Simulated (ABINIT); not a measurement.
# BAs (F-43m) in ABINIT: further runs

The runs below take BAs through equation of state, band structure, with RPBE+D3, LDA-VWN, BLYP+D2.

Everything below comes from runs of ABINIT 10.8.3 (patched build). Logs are shortened: lines on timing, memory, paths and dates and some standing lists are left out, and cuts for length are marked. The log counts tension as positive stress, the text compression.

**Measured values to compare with.**

From “Basic Physical Properties of Cubic Boron Arsenide”, 2019, arxiv:1911.11281, for a bulk crystal of BAs: bulk modulus 148 GPa.

The results are compared with them further down.

### Step 1. The crystal as given

It takes space group F-43m (No. 216, cubic). Conventional cell: a = 4.777 Å, b = 4.777 Å, c = 4.777 Å, α = 90.00°, β = 90.00°, γ = 90.00°. As (site symmetry -43m) has 4 B at 2.07 Å as nearest neighbours. Around B (site symmetry -43m) lie 4 As at 2.07 Å.

### Step 2. Equation of state, RPBE+D3

Input file run.py:

```python
import json, os
import numpy as np
from ase.eos import EquationOfState
from ase.units import GPa
from ase.calculators.mixing import SumCalculator
from dftd3.ase import DFTD3
from ase.calculators.abinit import Abinit, AbinitProfile
from ase import Atoms

atoms = Atoms(['As', 'B'],
              cell=[[0.0, 2.3885, 2.3885], [2.3885, 0.0, 2.3885], [2.3885, 2.3885, 0.0]],
              scaled_positions=[[0.75, 0.75, 0.75], [0.0, 0.0, 0.0]],
              pbc=True)

profile = AbinitProfile(command='abinit', pp_paths=[os.path.abspath('pseudos')])
params = dict(
    pps='pawxml', xc='PBE',
    ecut=408.1708,
    pawecutdg=816.3416,
    kptopt=1,
    ngkpt=[10, 10, 10],
    nshiftk=1,
    shiftk=[0.0, 0.0, 0.0],
    ixc=15,
    nband=13,
    occopt=3,
    tsmear=0.05,
    nstep=100,
    tolvrs=1e-09,
    prtwf=0,
    prtden=0,
)

cell0 = atoms.cell.copy()
volumes, energies = [], []
for i, x in enumerate([0.94, 0.96, 0.98, 1.0, 1.02, 1.04, 1.06]):
    atoms.set_cell(cell0 * x ** (1 / 3), scale_atoms=True)
    atoms.calc = SumCalculator([Abinit(profile=profile, directory=f'v{i}', **params), DFTD3(method='rpbe', damping='d3zero')])
    volumes.append(atoms.get_volume() / len(atoms))
    dft, disp = atoms.calc.mixer.calcs
    energies.append((dft.get_property('free_energy', atoms) + disp.get_property('energy', atoms)) / len(atoms))
    print(f'{x:5.2f} {volumes[-1]:10.5f} A^3/atom {energies[-1]:14.6f} eV/atom', flush=True)
    json.dump(dict(volumes=volumes, energies=energies), open('results.json', 'w'))
v0, e0, b0 = EquationOfState(volumes, energies, eos='sjeos').fit()
print(f'V0 {v0:.4f} A^3/atom  E0 {e0:.6f} eV/atom  B0 {b0 / GPa:.2f} GPa')
```

Potentials or basis: JTH PAW PBE v2.0.

Started as:

```console
$ python run.py
```

What it wrote:

```text
0.94   12.80866 A^3/atom   -1587.478727 eV/atom
 0.96   13.08118 A^3/atom   -1587.495901 eV/atom
 0.98   13.35371 A^3/atom   -1587.507398 eV/atom
 1.00   13.62623 A^3/atom   -1587.513570 eV/atom
 1.02   13.89876 A^3/atom   -1587.515018 eV/atom
 1.04   14.17128 A^3/atom   -1587.512221 eV/atom
 1.06   14.44380 A^3/atom   -1587.505572 eV/atom
V0 13.8520 A^3/atom  E0 -1587.515094 eV/atom  B0 129.74 GPa
```

abinit.in:

```text
ecut 408.1708 eV
ixc 15
kptopt 1
natom 2
nband 13
ngkpt
10 10 10
nshiftk 1
nsppol 1
nstep 100
occopt 3
pawecutdg 816.3416 eV
prtden 0
prtwf 0
shiftk
0.0 0.0 0.0
tolvrs 1e-09
tsmear 0.05 eV
#Definition of the unit cell
acell
1.00000000000000 1.00000000000000 1.00000000000000 Angstrom
rprim
0.00000000000000 2.43534522635546 2.43534522635546
2.43534522635546 0.00000000000000 2.43534522635546
2.43534522635546 2.43534522635546 0.00000000000000
chkprim 0 # Allow non-primitive cells
#Definition of the atom types
ntypat 2
znucl 5 33
#Enumerate different atomic species
typat
 2 1
pseudos "./pseudos/B.GGA_PBE-JTH.xml,
./pseudos/As.GGA_PBE-JTH.xml"
#Definition of the atoms
xcart
6.90320324951425 6.90320324951425 6.90320324951425
0.00000000000000 0.00000000000000 0.00000000000000
chkexit 1 # abinit.exit file in the running directory terminates after the current SCF
```

abinit.abo:

```text
.Version 10.8.3 of ABINIT
 Symmetries : space group F-4 3 m (#216); Bravais cF (face-center cubic)
================================================================================
 Values of the parameters that define the memory need of the present run
     intxc =       0    ionmov =       0      iscf =      17    lmnmax =      18
     lnmax =       6     mgfft =      24  mpssoang =       3    mqgrid =    3001
     natom =       2  nloc_mem =       2    nspden =       1   nspinor =       1
    nsppol =       1      nsym =      24    n1xccc =       1    ntypat =       2
    occopt =       3   xclevel =       2
       mpw =         552          nfft =       13824          nkpt =          47
 PAW method is used; the additional fine FFT grid is defined by:
   mgfftf=        36    nfftf =     46656
================================================================================
================================================================================

--------------------------------------------------------------------------------
------------- Echo of variables that govern the present computation ------------
--------------------------------------------------------------------------------
 -outvars: echo values of preprocessed input variables --------
            acell      1.8897261259E+00  1.8897261259E+00  1.8897261259E+00 Bohr
              amu      1.08110000E+01  7.49215900E+01
          chkexit           1
          chkprim           0
             ecut      1.50000002E+01 Hartree
              ixc          15
         kptrlatt       10    0    0      0   10    0      0    0   10
          kptrlen      6.50840244E+01
            natom           2
            nband          13
            ngfft          24      24      24
          ngfftdg          36      36      36
             nkpt          47
            nstep         100
             nsym          24
           ntypat           2
           occopt           3
        pawecutdg      3.00000005E+01 Hartree
         pawxcdev           0
           prtden           0
            prtwf           0
            rprim      0.0000000000E+00  2.4353452264E+00  2.4353452264E+00
                       2.4353452264E+00  0.0000000000E+00  2.4353452264E+00
                       2.4353452264E+00  2.4353452264E+00  0.0000000000E+00
          spgroup         216
           tolvrs      1.00000000E-09
           tsmear      1.83746611E-03 Hartree
            typat      2  1
           useylm           1
           xangst      3.6530178394E+00  3.6530178394E+00  3.6530178394E+00
                      -1.3696303520E-10 -1.3696303520E-10 -1.3696303520E-10
            xcart      6.9032032495E+00  6.9032032495E+00  6.9032032495E+00
                      -2.5882262590E-10 -2.5882262590E-10 -2.5882262590E-10
             xred      7.4999999997E-01  7.4999999997E-01  7.4999999997E-01
                      -2.8119839790E-11 -2.8119839790E-11 -2.8119839790E-11
            znucl        5.00000   33.00000

================================================================================

 chkinp: Checking input parameters for consistency.

================================================================================
== DATASET  1 ==================================================================

--- !DatasetInfo
iteration_state: {dtset: 1, }
dimensions: {natom: 2, nkpt: 47, mband: 13, nsppol: 1, nspinor: 1, nspden: 1, mpw: 552, }
cutoff_energies: {ecut:  15.0, pawecutdg:  30.0, }
electrons: {nelect:   1.80000000E+01, charge:   0.00000000E+00, occopt:   3.00000000E+00, tsmear:   1.83746611E-03, }
meta: {optdriver: 0, ionmov: 0, optcell: 0, iscf: 17, paral_kgb: 0, }
...

 Exchange-correlation functional for the present dataset will be:
  GGA: RPBE functional - ixc=15
  Hammer, L. B. Hansen, and J. K. Norskov, PRB 59, 7413 (1999)

 Real(R)+Recip(G) space primitive vectors, cartesian coordinates (Bohr,Bohr^-1):
 R(1)=  0.0000000  4.6021355  4.6021355  G(1)= -0.1086452  0.1086452  0.1086452
 R(2)=  4.6021355  0.0000000  4.6021355  G(2)=  0.1086452 -0.1086452  0.1086452
 R(3)=  4.6021355  4.6021355  0.0000000  G(3)=  0.1086452  0.1086452 -0.1086452
 Unit cell volume ucvol=  1.9494325E+02 bohr^3
 Angles (23,13,12)=  6.00000000E+01  6.00000000E+01  6.00000000E+01 degrees

 Coarse grid specifications (used for wave-functions):

 getcut: wavevector=  0.0000  0.0000  0.0000  ngfft=  24  24  24
         ecut(hartree)=     15.000   => boxcut(ratio)=   2.11508
[... 61 lines left out ...]
iteration_state: {dtset: 1, }
comment   : Summary of ground state results
lattice_vectors:
- [  0.0000000,   4.6021355,   4.6021355, ]
- [  4.6021355,   0.0000000,   4.6021355, ]
- [  4.6021355,   4.6021355,   0.0000000, ]
lattice_lengths: [   6.50840,    6.50840,    6.50840, ]
lattice_angles: [ 60.000,  60.000,  60.000, ] # degrees, (23, 13, 12)
lattice_volume:   1.9494325E+02
convergence: {deltae: -5.039E-11, res2:  1.547E-10, residm:  1.632E-10, diffor: null, }
etotal    :  -1.16656153E+02
entropy   :   0.00000000E+00
fermie    :   2.61516885E-01
cartesian_stress_tensor: # hartree/bohr^3
- [  7.26158244E-05,   0.00000000E+00,   0.00000000E+00, ]
- [  0.00000000E+00,   7.26158244E-05,   0.00000000E+00, ]
- [  0.00000000E+00,   0.00000000E+00,   7.26158244E-05, ]
pressure_GPa:  -2.1364E+00
xred      :
- [  7.5000E-01,   7.5000E-01,   7.5000E-01, As]
- [ -2.8120E-11,  -2.8120E-11,  -2.8120E-11,  B]
cartesian_forces: # hartree/bohr
- [  1.82839387E-30,  -4.02246651E-29,   1.64555448E-29, ]
- [ -1.82839387E-30,   4.02246651E-29,  -1.64555448E-29, ]
force_length_stats: {min:   4.34988696E-29, max:   4.34988696E-29, mean:   4.34988696E-29, }
...

 Integrated electronic density in atomic spheres:
 ------------------------------------------------
 Atom  Sphere_radius  Integrated_density
    1        2.10392         12.76142369
    2        1.70617          1.69633716

================================================================================

 ----iterations are completed or convergence reached----

 Mean square residual over all n,k,spin=   11.238E-13; max=  16.316E-11
 reduced coordinates (array xred) for    2 atoms
       0.749999999972      0.749999999972      0.749999999972
      -0.000000000028     -0.000000000028     -0.000000000028
 rms dE/dt=  1.8715E-28; max dE/dt=  1.3463E-28; dE/dt below (all hartree)
    1       0.000000000000     -0.000000000000     -0.000000000000
    2      -0.000000000000      0.000000000000     -0.000000000000

 cartesian coordinates (angstrom) at end:
    1      3.65301783939623     3.65301783939623     3.65301783939623
    2     -0.00000000013696    -0.00000000013696    -0.00000000013696

 cartesian forces (hartree/bohr) at end:
    1      0.00000000000000    -0.00000000000000     0.00000000000000
    2     -0.00000000000000     0.00000000000000    -0.00000000000000
 frms,max,avg= 2.5114084E-29 4.0224665E-29   0.000E+00  0.000E+00  0.000E+00 h/b

 cartesian forces (eV/Angstrom) at end:
    1      0.00000000000000    -0.00000000000000     0.00000000000000
    2     -0.00000000000000     0.00000000000000    -0.00000000000000
 frms,max,avg= 1.2914181E-27 2.0684354E-27   0.000E+00  0.000E+00  0.000E+00 e/A
 length scales=  1.889726125908  1.889726125908  1.889726125908 bohr
              =  1.000000000000  1.000000000000  1.000000000000 angstroms
 Fermi (or HOMO) energy (hartree) =   0.26152   Average Vxc (hartree)=  -0.37129
 Eigenvalues (hartree) for nkpt=  47  k points:
 kpt#   1, nband= 13, wtk=  0.00100, kpt=  0.0000  0.0000  0.0000 (reduced coord)
  -1.07582   -1.07582   -1.07582   -1.07531   -1.07531   -0.30844    0.23870    0.23870
   0.23870    0.35647    0.35647    0.35647    0.38410
      occupation numbers for kpt#   1
   2.00000    2.00000    2.00000    2.00000    2.00000    2.00000    1.99999    1.99999
   1.99999    0.00000    0.00000    0.00000    0.00000
 prteigrs : prtvol=0 or 1, do not print more k-points.

--- !EnergyTerms
iteration_state     : {dtset: 1, }
comment             : Components of total free energy in Hartree
kinetic             :  5.58551688559752E+00
hartree             :  3.39962132473315E+01
xc                  : -3.25410020408814E+00
Ewald energy        : -6.22011217772050E+01
psp_core            :  2.55122079589900E+00
local_psp           : -9.18605924584255E+01
PAW spherical_terms : -1.47329017016058E+00
internal            : -1.16656153681051E+02
'-kT*entropy'       : -1.28263112372517E-09
total_energy        : -1.16656153682334E+02
total_energy_eV     : -3.17437565582050E+03
...

--- !EnergyTermsDC
iteration_state     : {dtset: 1, }
comment             : '"Double-counting" decomposition of free energy'
band_energy         : -1.07087869915392E+01
Ewald energy        : -6.22011217772050E+01
psp_core            :  2.55122079589900E+00
xc_dc               : -3.30980717082275E+01
PAW spherical_terms : -1.31993934054702E+01
internal            : -1.16656153086543E+02
'-kT*entropy'       : -1.28263112372517E-09
total_energy_dc     : -1.16656153087825E+02
total_energy_dc_eV  : -3.17437563964311E+03
...

--- !EnergyTermsWithPAWCore
iteration_state     : {dtset: 1, }
comment             : 'Components of total free energy, including PAW core contributions'
Total energy        : -2.28608346330391E+03
Total energy DC     : -2.28608346270940E+03
Total energy (eV)   : -6.22075001105127E+04
Total energy DC (eV): -6.22075000943353E+04
...

 Cartesian components of stress tensor (hartree/bohr^3)
  sigma(1 1)=  7.26158244E-05  sigma(3 2)=  0.00000000E+00
  sigma(2 2)=  7.26158244E-05  sigma(3 1)=  0.00000000E+00
  sigma(3 3)=  7.26158244E-05  sigma(2 1)=  0.00000000E+00

-Cartesian components of stress tensor (GPa)         [Pressure= -2.1364E+00 GPa]
- sigma(1 1)=  2.13643131E+00  sigma(3 2)=  0.00000000E+00
- sigma(2 2)=  2.13643131E+00  sigma(3 1)=  0.00000000E+00
- sigma(3 3)=  2.13643131E+00  sigma(2 1)=  0.00000000E+00

== END DATASET(S) ==============================================================
================================================================================

 -outvars: echo values of variables after computation  --------
            acell      1.8897261259E+00  1.8897261259E+00  1.8897261259E+00 Bohr
           etotal     -1.1665615309E+02
            fcart      1.8283938669E-30 -4.0224665071E-29  1.6455544802E-29
                      -1.8283938669E-30  4.0224665071E-29 -1.6455544802E-29
            rprim      0.0000000000E+00  2.4353452264E+00  2.4353452264E+00
                       2.4353452264E+00  0.0000000000E+00  2.4353452264E+00
                       2.4353452264E+00  2.4353452264E+00  0.0000000000E+00
           strten      7.2615824405E-05  7.2615824405E-05  7.2615824405E-05
                       0.0000000000E+00  0.0000000000E+00  0.0000000000E+00
           xangst      3.6530178394E+00  3.6530178394E+00  3.6530178394E+00
                      -1.3696303520E-10 -1.3696303520E-10 -1.3696303520E-10
             xred      7.4999999997E-01  7.4999999997E-01  7.4999999997E-01
                      -2.8119839790E-11 -2.8119839790E-11 -2.8119839790E-11
 Calculation completed.
```

Wall time 83 s (1 thread of Arm Neoverse V1, shared host); peak memory 0.12 GiB.

What came out:

```
Equilibrium volume                      : 13.85 Å³/atom
Bulk modulus                            : 130 GPa
Pressure derivative of the bulk modulus : 4.1
```

Energy against volume, from the lowest point:
| volume (Å³/atom) | energy (meV/atom) |
| --- | --- |
| 12.809 | 36.29 |
| 13.081 | 19.12 |
| 13.354 | 7.62 |
| 13.626 | 1.45 |
| 13.899 | 0.00 |
| 14.171 | 2.80 |
| 14.444 | 9.45 |

Caveat: pressures at fixed basis lie under the slope of the energies; the log and the count of SCF iterations are those of the last ABINIT call alone; the PAW data sets were made with another functional, which shifts forces and pressure a little.

### Step 3. Band structure, LDA-VWN

Input file run.abi:

```
# Datasets: ground state, then fixed potential
ndtset 2

# Pseudopotentials
pp_dirpath "./"
pseudos "As.LDA_PW-JTH.xml, B.LDA_PW-JTH.xml"

# Structure
acell 6.3832096775 6.3832096775 6.3832096775
rprim
     0.0000000000     0.7071067812     0.7071067812
     0.7071067812     0.0000000000     0.7071067812
     0.7071067812     0.7071067812     0.0000000000
ntypat 2
znucl 33 5
natom 2
typat 1 2
xred
     0.7500000000     0.7500000000     0.7500000000
     0.0000000000     0.0000000000     0.0000000000

# Plane-wave basis
ecut 15.0
pawecutdg 30.0

# Exchange and correlation
ixc -1007

# Bands and occupations
occopt 3
tsmear 0.00183747

# SCF cycle
nstep 100

# Output
iomode 3
prtwf 0
prteig 0
prtebands 0
enunit 1
prtden1 1
prtvha1 1
prtvclmb1 1
prtpot1 1

# Dataset 1
kptopt1 1
ngkpt1 10 10 10
nshiftk1 1
shiftk1 0.0 0.0 0.0
nband1 13
tolvrs1 1.0e-9

# Dataset 2: bands along G-X-W-K-G-L-U-W-L-K
iscf2 -2
getden2 1
nband2 17
nbdbuf2 2
tolwfr2 1.0e-12
kptopt2 -9
ndivsm2 8
prteig2 1
kptbounds2
     0.0000000000     0.0000000000     0.0000000000
     0.5000000000     0.0000000000     0.5000000000
     0.5000000000     0.2500000000     0.7500000000
     0.3750000000     0.3750000000     0.7500000000
     0.0000000000     0.0000000000     0.0000000000
     0.5000000000     0.5000000000     0.5000000000
     0.6250000000     0.2500000000     0.6250000000
     0.5000000000     0.2500000000     0.7500000000
     0.5000000000     0.5000000000     0.5000000000
     0.3750000000     0.3750000000     0.7500000000
```

Potentials or basis: JTH PAW LDA v2.0.

Started as:

```console
$ abinit run.abi > log 2>&1
```

It took 30 s on 1 thread of Arm Neoverse V1, shared host; peak memory 0.12 GiB.

It converged, with:

```
Free energy                                           : -3184.2679 eV
Pressure                                              : -4.2 GPa
Band gap on the k mesh                                : 1.13 eV, indirect (least direct gap 3.25 eV)
Band gap along the path                               : 1.13 eV, indirect (least direct gap 3.25 eV)
Valence electrons inside the program's atomic spheres : As 12.83; B 1.77
```

Levels at the corners of the path, in eV from the valence-band top:
```
point  band 7  band 8  band 9  band 10  band 11  band 12
    Γ    0.00    0.00    0.00     3.25     3.25     3.25
    X   -8.41   -4.07   -4.07     1.34     1.43    11.25
    W   -7.92   -5.50   -5.20     5.20     5.85     6.71
    K   -8.03   -5.96   -3.48     2.00     5.48     9.15
    Γ    0.00    0.00    0.00     3.25     3.25     3.25
    L   -8.74   -1.82   -1.82     2.67     4.77     4.77
    U   -8.03   -5.96   -3.48     2.00     5.48     9.15
    W   -7.92   -5.50   -5.20     5.20     5.85     6.71
    L   -8.74   -1.82   -1.82     2.67     4.77     4.77
    K   -8.03   -5.96   -3.48     2.00     5.48     9.15
```

### Step 4. Equation of state, BLYP+D2

Input file run.abi:

```
# Datasets: one volume each
ndtset 7
getwfk -1
scalecart1 3*0.9795861087
scalecart2 3*0.9864848297
scalecart3 3*0.9932883884
scalecart4 3*1.0000000000
scalecart5 3*1.0066227096
scalecart6 3*1.0131594038
scalecart7 3*1.0196128224

# Pseudopotentials
pp_dirpath "./"
pseudos "As.GGA_PBE-JTH.xml, B.GGA_PBE-JTH.xml"

# Structure
acell 3*1.0
rprim
     0.0000000000     4.5136108487     4.5136108487
     4.5136108487     0.0000000000     4.5136108487
     4.5136108487     4.5136108487     0.0000000000
ntypat 2
znucl 33 5
natom 2
typat 1 2
xred
     0.7500000000     0.7500000000     0.7500000000
     0.0000000000     0.0000000000     0.0000000000

# Plane-wave basis
ecut 408.170794 eV
pawecutdg 30.0

# k points
kptopt 1
ngkpt 10 10 10
nshiftk 1
shiftk 0.0 0.0 0.0

# Exchange and correlation
ixc -106131
vdw_xc 5

# Bands and occupations
nband 13
occopt 3
tsmear 0.00183747

# SCF cycle
nstep 100
tolvrs 1.0e-9

# Output
iomode 3
prtwf 1
prtden 0
prteig 0
prtebands 0
enunit 2
```

Potentials or basis: JTH PAW PBE v2.0.

Started as:

```console
$ abinit run.abi > log 2>&1
```

It took 74 s on 1 thread of Arm Neoverse V1, shared host; peak memory 0.13 GiB.

Results (log left out):

```yaml
Equilibrium_volume: 13.96 Å³/atom
Bulk_modulus: 123 GPa
Pressure_derivative_of_the_bulk_modulus: 3.6
```

Energy against volume, from the lowest point:
```csv
volume (Å³/atom),energy (meV/atom)
12.809,41.38
13.081,23.26
13.354,10.63
13.626,3.02
13.899,0.00
14.171,1.11
14.444,6.08
```

Caveat: pressures at fixed basis lie under the slope of the energies; the PAW data sets were made with another functional, which shifts forces and pressure a little.

### Step 5. The runs side by side

```csv
task,level,potentials or basis,dispersion computed by,V0 of scaled cells (Å³/atom),B0 (GPa)
equation of state,RPBE+D3,JTH PAW PBE v2.0,simple-dftd3 1.7.0,13.85,130
band structure,LDA-VWN,JTH PAW LDA v2.0,-,-,-
equation of state,BLYP+D2,JTH PAW PBE v2.0,-,13.96,123
```

Alike in all rows: no spin polarisation; cell as given; k mesh 10 × 10 × 10; cutoff (eV) 408; smearing fermi-dirac 0.05 eV.

Caveats: pressures at fixed basis lie under the slope of the energies (some runs); the PAW data sets were made with another functional, which shifts forces and pressure a little (some runs).

Absolute energies hang on the potentials; compare differences alone.

### Step 6. Comparison with measurements

Step 2. Against the measured bulk modulus of BAs, 148 GPa (quoted in “Basic Physical Properties of Cubic Boron Arsenide”, 2019, arxiv:1911.11281), the calculated 130 GPa is off by -12.3 %. The fit is for a static lattice scaled at fixed shape and fixed fractional positions.

Step 4. Against the measured bulk modulus of BAs, 148 GPa (quoted in “Basic Physical Properties of Cubic Boron Arsenide”, 2019, arxiv:1911.11281), the calculated 123 GPa is off by -16.7 %. The fit is for a static lattice scaled at fixed shape and fixed fractional positions.
